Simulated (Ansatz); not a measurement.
The elements of this relaxed trial crystal are hidden behind letters.

```
lattice vectors (Å)
  -3.0420    3.0420    2.4159
   3.0420   -3.0420    2.4159
   3.0420    3.0420   -2.4159
fractional positions
X 0.6576 0.8424 0.5000
X 0.1576 0.6576 0.8152
X 0.8424 0.3424 0.1848
X 0.3424 0.1576 0.5000
Z 0.2500 0.2500 0.0000
Z 0.7500 0.7500 0.0000
```

Theory: DFT PBE, scalar-relativistic, plane waves, PAW (Ansatz). Settings of the last relaxation (6-atom cell): 420 eV, 8×8×8 k points, Gaussian smearing of 0.10 eV, no spin polarisation.

* Space group: I4/mcm (No. 140)
* Conventional cell: a = 6.084 Å, c = 4.832 Å
* Volume per atom: 14.90 Å³
* Density: 4.36 g/cm³
* Energy over the elements: −0.16 eV/atom
* Gap on the 8×8×8 mesh of the 6-atom cell: 0 eV (a metal)

Energies are uncorrected and count from the elements' standard states at the same level.

Q: X is a p-block element of period 3 and Z is a d-block element of period 4. Which elements are they?

A: X = Al, Z = Cu, so the formula is Al2Cu. Density times volume gives a mean mass of 4.36 × 14.90/1.6605 = 39.1 u per atom, and this set has 39.2 u. Among the elements that the hints allow, noble gases aside, only these give it. Al has 4 Cu at 2.59 Å, 1 Al at 2.71 Å, 2 Al at 2.89 Å and 8 Al at 3.08–3.24 Å; Cu has 2 Cu at 2.42 Å and 8 Al at 2.59 Å.

A structure relaxed within its symmetry needn't be a true minimum. Another cell of the same search, in Fm-3m, lies 25 meV/atom lower, so this cell isn't the stable form at this level.
